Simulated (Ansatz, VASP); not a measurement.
W: VASP beside Ansatz

Contents of INCAR:

```
SYSTEM = W
ALGO = Fast
EDIFF = 1E-7
ENCUT = 520
GGA = PE
ISIF = 2
ISMEAR = 0
LASPH = .TRUE.
LCHARG = .FALSE.
LREAL = .FALSE.
LWAVE = .FALSE.
NBANDS = 13
NELM = 60
PREC = Accurate
SIGMA = 0.1
```

The input KPOINTS:

```
k-points
0
G
  8 8 8
  0 0 0
```

POSCAR

```
W
1.0
    0.0000000000      2.0300000000      2.0300000000
    2.0300000000      0.0000000000      2.0300000000
    2.0300000000      2.0300000000      0.0000000000
W
1
Direct
    0.0000000000      0.0000000000      0.0000000000
```

Input for Ansatz:

```yaml
crystal:
  lattice:
    - [0.0, 2.03, 2.03]
    - [2.03, 0.0, 2.03]
    - [2.03, 2.03, 0.0]
  atoms:
    - { symbol: W, position: [0.0, 0.0, 0.0] }
basis:
  ecutwfc: 420
kpoints:
  mp_grid: { grid: [8, 8, 8] }
hamiltonian:
  xc: pbe
scf:
  occupations: { method: gaussian, width: 0.1 }
output:
  forces: true
  stress: true
  eigenvalues: true
```

This isn't the form of W at room conditions, which is bcc.

Alike in both runs: task single point; functional PBE; k mesh 8 × 8 × 8; occupations gaussian, width 0.1 eV; no spin polarisation.

|  | VASP | Ansatz |
| --- | --- | --- |
| version | VASP 6.6.1 | Ansatz 0.2.0 |
| potentials or method | VASP PAW PBE potentials, release 64 (W_sv) | scalar-relativistic, plane waves, PAW |
| plane-wave cutoff (eV) | 520 | 420 |
| valence electrons in the cell | 14 | 14 |

Ansatz gave:

- gap on the k mesh at the Fermi level (eV): none
- pressure (GPa): -4.3

Problem. What did VASP give for the same quantities?

Solution. gap on the k mesh at the Fermi level (eV): none; pressure (GPa): -3.9.

A gap of «none» marks a metal or a gap that the smearing closes.

The runs have no spin-orbit coupling, so splittings on W are missing.
